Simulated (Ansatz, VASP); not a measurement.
## One calculation of GaAs, two programs

INCAR

```
PREC     = Accurate       # precision mode
ENCUT    = 520            # plane-wave cutoff, eV
EDIFF    = 1E-8           # SCF threshold, eV
ISMEAR   = -1             # smearing method
SIGMA    = 0.05           # smearing width, eV
LREAL    = F              # projectors in reciprocal space
LASPH    = T              # aspherical terms in the spheres
NELM     = 60             # most SCF steps
ALGO     = Fast           # electronic algorithm
ISIF     = 2              # what is computed and relaxed
LWAVE    = F              # write WAVECAR
LCHARG   = F              # write CHGCAR
LEPSILON = T              # dielectric tensor by DFPT
IBRION   = 8              # ionic algorithm
```

The input KPOINTS:

```
regular mesh
0
Gamma
  8 8 8
```

The input POSCAR:

```
GaAs
1.0
    0.0000000000      2.8268500000      2.8268500000
    2.8268500000      0.0000000000      2.8268500000
    2.8268500000      2.8268500000      0.0000000000
As Ga
1 1
Direct
    0.7500000000      0.7500000000      0.7500000000
    0.0000000000      0.0000000000      0.0000000000
```

File input.yaml:

```yaml
crystal:
  lattice:
    - [0.0, 2.82685, 2.82685]
    - [2.82685, 0.0, 2.82685]
    - [2.82685, 2.82685, 0.0]
  atoms:
    - { symbol: As, position: [0.75, 0.75, 0.75] }
    - { symbol: Ga, position: [0.0, 0.0, 0.0] }
hamiltonian:
  xc: lda
  pseudopotentials: { kind: paw }
kpoints:
  mp_grid: { grid: [8, 8, 8] }
scf:
  occupations: { method: fixed }
output:
  eigenvalues: true
dielectric:
  method: response
```

Alike in both runs: task Born charges and dielectric tensor; functional LDA; k mesh 8 × 8 × 8; no spin polarisation.

|  | VASP | Ansatz |
| --- | --- | --- |
| version | VASP 6.6.1 | Ansatz 0.2.0 |
| potentials or method | VASP PAW LDA potentials, release 64 (As, Ga_d) | Ansatz PAW |
| plane-wave cutoff (eV) | 520 | 420 |
| occupations | fermi-dirac, width 0.05 eV | fixed |
| valence electrons in the cell | 18 | 28 |

VASP gave:

```
gap on the k mesh at the Fermi level (eV)          : 0.33
least direct gap on the mesh (eV)                  : 0.33
mean electronic dielectric constant                : 66.07
mean Born charge of the atom that differs most (e) : -2.36
```

**Question.** What did Ansatz give for the same quantities?

**Answer.** gap on the k mesh at the Fermi level (eV): 0.28; least direct gap on the mesh (eV): 0.28; mean electronic dielectric constant: 15.05; mean Born charge of the atom that differs most (e): -2.11.

One of these differences is far larger than is usual between the two programs; its cause wasn't traced. The two sets of potentials don't hold the same shells in valence.

Caveats: the gap is small at this level, which inflates the dielectric constant. LDA gaps usually lie below the measured ones, often by a third to a half.
